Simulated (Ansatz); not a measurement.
# Is this Fe result the lowest state?

System: Fe, an experimental structure (space group Fm-3m, primitive cell doubled); the cell holds 2 atoms. Source: COD entry 7204807; it may be a high-temperature, high-pressure or metastable form.

Computed with DFT, PBEsol, PAW, plane waves, scalar-relativistic in Ansatz development build ahead of 0.2.0.

```yaml
crystal:
  lattice:
    - [-1.81133, -1.81133, -3.62266]
    - [1.81133, -1.81133, 0.0]
    - [-1.81133, -1.81133, 0.0]
  atoms:
    - { symbol: Fe, position: [0.0, 0.0, 0.0], spin: 4.0 }
    - { symbol: Fe, position: [0.5, 0.5, 0.0], spin: 4.0 }
  symmetry: { detect: false, time_reversal: true }
magnetization:
  spin_polarized: true
hamiltonian:
  xc: pbesol
  pseudopotentials: { kind: paw }
basis:
  ecutwfc: 420
kpoints:
  mp_grid: { grid: [8, 10, 13] }
scf:
  occupations: { method: gaussian, width: 0.1 }
  lower_state_search: "off"
output:
  forces: true
  stress: true
```

Time: 40 s on 2 threads of Arm Neoverse V1 (shared host), peak memory 0.75 GiB.

The end of the output:

```
SCF converged after 11 iterations
Magnetization: 5.1456 μB (18.5728 up, 13.4272 down)
Absolute magnetization: 5.3216 μB (∫|ρ↑−ρ↓|, with the PAW one-centre terms)
Spin contamination: 0.0780 ħ² per cell (⟨S²⟩ above its minimum at these occupations)
Per-site moments (μB) at R_I (Å): [(2.6034, 1.0566), (2.6034, 1.0566)]
Free energy (F): -8897.280716 eV
Harris-Foulkes:  -8897.280716 eV  (|F-HF|=1.53e-10)
Internal energy: -8897.268808 eV  (E = F + TS)
E sigma→0 (E₀):  -8897.274762 eV
Entropy (-TS):   -0.011907 eV (-5.954 meV/atom)
Fermi energy:    17.545684 eV
--- Forces (eV/Å), atoms counted from 1 ---
  atom   1  Fe     0.00000001    -0.00000003     0.00000022
  atom   2  Fe     0.00000004    -0.00000002    -0.00000021
--- Stress (GPa, compression-positive) ---
       -6.258766      -0.196304      -0.077032
       -0.196304      -6.258765      -0.077032
       -0.077024      -0.077024      -6.727638
  P = ⅓ Tr σ = -6.4151 GPa (-64.151 kbar)
```

The mesh has less symmetry than the lattice, which lowers the symmetry of the run.

Site moments are taken inside atomic spheres and don't add up to the total.

Problem. The run converged. Is this the lowest state of the cell, and if not, what lies lower and how is it reached?

Solution. None of the other runs went lower. It is the lowest of 4 states reached by 13 converged runs, and the next lies 6.1 meV/atom higher (ferrimagnetic, site moments Fe1 2.08, Fe2 -1.51 μB, total 0.56 μB per cell, no gap on the k-mesh). That doesn't prove a ground state. States within about 5 meV/atom are too close for this mesh, smearing and search to settle their order. This multiple of the primitive cell fits some opposed orders; other multiples fit others. Only collinear orders within this cell were tried; the true ground state may need a larger cell.
